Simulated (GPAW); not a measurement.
Runs of GPAW 26.7.0 on GaN. Symmetry: P6_3mc, No. 186, hexagonal system. Conventional cell: a = 3.180 Å, b = 3.180 Å, c = 5.166 Å, α = 90.00°, β = 90.00°, γ = 120.00°. Ga (site symmetry 3m) has 4 N at 1.94 to 1.95 Å as nearest neighbours. Around N (site symmetry 3m) lie 4 Ga at 1.94 to 1.95 Å. 

```tsv
task	level	potentials or basis	spin	cell	band path	band points	spin axis theta (degrees)	spin axis phi (degrees)	soc after scf	gap on the mesh (eV)	pressure (GPa)	relaxed volume (Å³/atom)	largest force (eV/Å)
band structure	LDA	the program's PAW data sets (release 1.2.1) made for this functional, pw	SOC, no magnetisation	as given	GMKGALHA,LM,KH	80	0	0	second variation	2.11	3.3	-	(b)
relaxation of cell and atoms	PBEint	PAW data sets generated in the run's folder for this functional, pw	off	relaxed	-	-	-	-	-	1.68	-0.1	(c)	-
relaxation of cell and atoms	TPSS	GPAW PAW data sets (gpaw-data 1.2.1), pw	off	relaxed to 20 GPa	-	-	-	-	-	2.11	20.0	-	-
relaxation of cell and atoms	r4SCAN	GPAW PAW data sets (gpaw-data 1.2.1), pw	off	relaxed	-	-	-	-	-	2.31	0.0	11.64	0.01
band structure	SOGGA	PAW data sets generated in the run's folder for this functional, pw	SOC, no magnetisation	as given	GMKGALHA,LM,KH	60	54.7	45	second variation	2.03	9.0	-	(a)
```

Alike in all rows: k mesh 7 × 7 × 4; cutoff (eV) 800; smearing fermi-dirac 0.05 eV.

Question: Fill in the values left out.

Answer: (a) 0.18; (b) 0.17; (c) 11.93.

Caveats: the data sets keep Ga 3d, Li 1s and Be 1s frozen, and some such compounds lay over 1.5 % in volume off other programs; later steps reuse the first step's grids (some runs); spin-orbit coupling was added after a scalar SCF, so levels and gaps hold it while energy, forces, pressure and moments don't (some runs); this program's spin-orbit splittings come out too wide for heavy elements (some runs); the PAW data sets were made with another functional, which shifts forces and pressure a little (some runs).

A k mesh can miss the band edges, and rows without SOC leave out spin-orbit coupling on Ga.

Runs at the PBE level aren't shown here.
